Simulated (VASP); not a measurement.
# TiO2 (P4_2/mnm) in VASP: a series of runs, part 3 of 3

VASP 6.6.1. The steps go on from the part before.

### 6 Relaxation of cell and atoms, PBEsol

This run uses another cell than the first one, of 10.34 Å³/atom, 0.969 times its volume.

Contents of INCAR:

```
PREC = Accurate ; ENCUT = 600
EDIFF = 1E-7 ; ISMEAR = 0
SIGMA = 0.03 ; LREAL = False
LASPH = True ; NELM = 80
ALGO = Normal ; ISIF = 3
LWAVE = False ; LCHARG = False
GGA = PS ; IBRION = 2
NSW = 90 ; EDIFFG = -0.005
KPAR = 2
```

Contents of KPOINTS:

```
regular mesh
0
Gamma
  6 6 10
```

Contents of POSCAR:

```
TiO2                                    
1.0
    4.5924156965      0.0000000000      0.0000000000
    0.0000000000      4.5924156965      0.0000000000
    0.0000000000      0.0000000000      2.9417133051
  Ti              O             
     2     4
Direct
     1.0000000000000000    1.0000000000000000    0.0000000000000000
     0.5000000000000000    0.5000000000000000    0.5000000000000000
     0.3042848952318485    0.3042848952318485    1.0000000000000000
     0.1957151047681514    0.8042848952318487    0.5000000000000000
     0.6957151047681513    0.6957151047681513    0.0000000000000000
     0.8042848952318487    0.1957151047681514    0.5000000000000000
```

Potentials or basis: VASP PAW PBE potentials, release 64 (Ti_sv, O).

Launch:

```console
$ cat potpaw_PBE.64/Ti_sv/POTCAR potpaw_PBE.64/O/POTCAR > POTCAR
$ mpirun -np 2 vasp_std > vasp.out
```

OUTCAR:

```text
PREC = Accurate
   ENCUT = 600
   EDIFF = 1E-7
   ISMEAR = 0
   LREAL = False
   LASPH = True
   NELM = 80
   ISIF = 3
   GGA = PS
   IBRION = 2
   NSW = 90
   EDIFFG = -0.005

 ion  position               nearest neighbor table
   1  0.000  0.000  0.000-   4 1.94   6 1.94   4 1.94   6 1.94   5 1.98   3 1.98
   2  0.500  0.500  0.500-   3 1.94   5 1.94   3 1.94   5 1.94   4 1.98   6 1.98
   3  0.304  0.304  0.000-   2 1.94   2 1.94   1 1.98
   4  0.196  0.804  0.500-   1 1.94   1 1.94   2 1.98
   5  0.696  0.696  0.000-   2 1.94   2 1.94   1 1.98
   6  0.804  0.196  0.500-   1 1.94   1 1.94   2 1.98

  LATTYP: Found a simple tetragonal cell.
 ALAT       =     4.5924156965
 C/A-ratio  =     0.6405590215

  Lattice vectors:

 A1 = (   4.5924156965,   0.0000000000,   0.0000000000)
 A2 = (   0.0000000000,   4.5924156965,   0.0000000000)
 A3 = (   0.0000000000,   0.0000000000,   2.9417133051)

Analysis of symmetry for initial positions (statically):
=====================================================================
 Subroutine PRICEL returns:
 Original cell was already a primitive cell.

 Routine SETGRP: Setting up the symmetry group for a
 simple tetragonal supercell.

 Subroutine GETGRP returns: Found 16 space group operations
 (whereof  8 operations were pure point group operations)
 out of a pool of 16 trial point group operations.

The static configuration has the point symmetry D_2h.
 The point group associated with its full space group is D_4h.

Analysis of symmetry for dynamics (positions and initial velocities):
=====================================================================
 Subroutine PRICEL returns:
 Original cell was already a primitive cell.

 Routine SETGRP: Setting up the symmetry group for a
 simple tetragonal supercell.

[... 192 lines left out ...]
      3.69361      0.89881      1.47086         0.003812     -0.003812      0.000000
 -----------------------------------------------------------------------------------
    total drift:                                0.000000      0.000000     -0.000000

  FREE ENERGIE OF THE ION-ELECTRON SYSTEM (eV)
  ---------------------------------------------------
  free  energy   TOTEN  =       -56.1068403364 eV

  energy  without entropy=      -56.1068403364  energy(sigma->0) =      -56.10684034

--------------------------------------- Ionic step        2  -------------------------------------------

 number of electron      47.9999990 magnetization

 Free energy of the ion-electron system (eV)
  ---------------------------------------------------
  ext. energy  EPLUGINS =         0.00000000
  ---------------------------------------------------
  free energy    TOTEN  =       -56.10684411 eV

  energy without entropy =      -56.10684411  energy(sigma->0) =      -56.10684411

 E-fermi :   4.9258     XC(G=0): -11.7344

 val. band max:        4.7876590161   @ k =   0.0000   0.0000   0.0000
 cond. band min:       6.6201659337   @ k =   0.0000   0.0000   0.0000
 fundamental gap:      1.8325069176
 Fermi energy:         4.9258056143

 k-point     1 :       0.0000    0.0000    0.0000
  band No.  band energies     occupation
      1     -51.8457      2.00000
      2     -51.8275      2.00000
      3     -28.2747      2.00000
      4     -28.2747      2.00000
      5     -28.1015      2.00000
      6     -28.1015      2.00000
[... 733 lines left out ...]
     27       7.9294      0.00000
     28       7.9294      0.00000

 [... further k-points ...]

------------------------ aborting loop because EDIFF is reached ----------------------------------------

  FORCE on cell =-STRESS in cart. coord.  units (eV):
  Direction    XX          YY          ZZ          XY          YZ          ZX
  --------------------------------------------------------------------------------------
  -------------------------------------------------------------------------------------
  Total        0.0062640      0.0062640     -0.0010031      0.0000000      0.0000000      0.0000000
  in kB        0.1617404      0.1617404     -0.0259010      0.0000000      0.0000000      0.0000000
  external PRESSURE =       0.0991932 kB  Pullay stress =       0.0000000 kB

 VOLUME and BASIS-vectors are now :
 -----------------------------------------------------------------------------
  energy-cutoff  :      600.00
  volume of cell :       62.05
      direct lattice vectors                 reciprocal lattice vectors
     4.592707138  0.000000000  0.000000000     0.217736505  0.000000000  0.000000000
     0.000000000  4.592707138  0.000000000     0.000000000  0.217736505  0.000000000
     0.000000000  0.000000000  2.941740925     0.000000000  0.000000000  0.339934762

 POSITION                                       TOTAL-FORCE (eV/Angst)
 -----------------------------------------------------------------------------------
      0.00000      0.00000      0.00000         0.000000     -0.000000      0.000000
      2.29635      2.29635      1.47087         0.000000     -0.000000      0.000000
      1.39768      1.39768      2.94174         0.000599      0.000599     -0.000000
      0.89868      3.69403      1.47087        -0.000599      0.000599      0.000000
      3.19503      3.19503      0.00000        -0.000599     -0.000599      0.000000
      3.69403      0.89868      1.47087         0.000599     -0.000599      0.000000
 -----------------------------------------------------------------------------------
    total drift:                                0.000000     -0.000000     -0.000000

  FREE ENERGIE OF THE ION-ELECTRON SYSTEM (eV)
  ---------------------------------------------------
  free  energy   TOTEN  =       -56.1068441112 eV

  energy  without entropy=      -56.1068441112  energy(sigma->0) =      -56.10684411

 reached required accuracy - stopping structural energy minimisation
```

OSZICAR:

```text
N       E                     dE             d eps       ncg     rms          rms(c)
DAV:   1     0.722403934048E+03    0.72240E+03   -0.27252E+04  3360   0.225E+03
DAV:   2     0.657731049089E+02   -0.65663E+03   -0.63686E+03  3480   0.620E+02
DAV:   3    -0.661821993022E+02   -0.13196E+03   -0.12616E+03  5256   0.228E+02
[... 16 lines left out ...]
DAV:   1    -0.561068498377E+02   -0.94903E-05   -0.18366E-03  4040   0.334E-01    0.223E-02
DAV:   2    -0.561068462720E+02    0.35657E-05   -0.54601E-05  4176   0.666E-02    0.112E-02
DAV:   3    -0.561068442743E+02    0.19977E-05   -0.10860E-05  4228   0.237E-02    0.314E-03
DAV:   4    -0.561068441783E+02    0.96030E-07   -0.18531E-06  4288   0.750E-03    0.275E-03
DAV:   5    -0.561068441112E+02    0.67100E-07   -0.13271E-07  2288   0.433E-03
   2 F= -.56106844E+02 E0= -.56106844E+02  d E =-.377480E-05
```

Run time: 79 s. Hardware: 2 MPI ranks of Intel Xeon Platinum 8488C (Sapphire Rapids), shared host; peak memory 0.24 GiB.

What came out:

- Free energy: -56.1068 eV
- Relaxed volume: 10.34 Å³/atom
- Relaxed cell: a = 4.593 Å, b = 4.593 Å, c = 2.942 Å, α = 90.00°, β = 90.00°, γ = 90.00°
- Space group after relaxing (to 0.05 Å): P4_2/mnm (No. 136)
- Energy gained by relaxing: 0.0 meV/atom
- Ionic steps: 2
- Pressure after relaxing: 0.0 GPa
- Band gap on the k mesh: 1.83 eV, direct

Final structure:
```
CELL_PARAMETERS angstrom
4.59271 0.00000 0.00000
0.00000 4.59271 0.00000
0.00000 0.00000 2.94174
ATOMIC_POSITIONS crystal
Ti 0.00000 0.00000 0.00000
Ti 0.50000 0.50000 0.50000
O 0.30432 0.30432 0.00000
O 0.19567 0.80432 0.50000
O 0.69568 0.69568 0.00000
O 0.80432 0.19567 0.50000
```

Levels at points of the mesh, in eV from the valence-band top:
```csv
k point,band 21,band 22,band 23,band 24,band 25,band 26,band 27,band 28
"(0.00, 0.00, 0.00)",-0.69,-0.46,-0.46,0.00,1.83,2.11,2.41,2.50
"(0.50, 0.00, 0.00)",-1.64,-1.64,-0.76,-0.76,2.51,2.51,3.04,3.04
"(0.50, 0.50, 0.00)",-1.30,-1.30,-1.09,-1.09,1.87,1.87,2.53,2.53
"(0.00, 0.00, 0.50)",-2.43,-2.43,-1.45,-1.45,2.98,2.98,3.22,3.22
"(0.50, 0.00, 0.50)",-2.08,-2.08,-1.06,-1.06,1.88,1.88,3.24,3.24
"(0.50, 0.50, 0.50)",-1.31,-1.31,-0.68,-0.68,2.59,2.59,3.20,3.20
```

Caveat: the PAW data sets were made with another functional, which shifts forces and pressure a little. A k mesh can miss the band edges.

### 7 Overview

| level | gap on the mesh (eV) | pressure (GPa) | relaxed volume (Å³/atom) |
| --- | --- | --- | --- |
| PBE | 1.82 | 0.0 | - |
| RPBE | 1.84 | 0.0 | 10.92 |
| PBEsol | 1.83 | 0.0 | 10.34 |

Alike in all rows: task relaxation of cell and atoms; potentials or basis VASP PAW PBE potentials, release 64 (Ti_sv, O); no spin polarisation; cell relaxed; k mesh 6 × 6 × 10; cutoff (eV) 600; smearing gaussian 0.03 eV.

Caveats: the PAW data sets were made with another functional, which shifts forces and pressure a little (some runs); the relaxation stopped at its first step, so nothing moved (some runs).

Absolute energies hang on the potentials; compare differences alone.
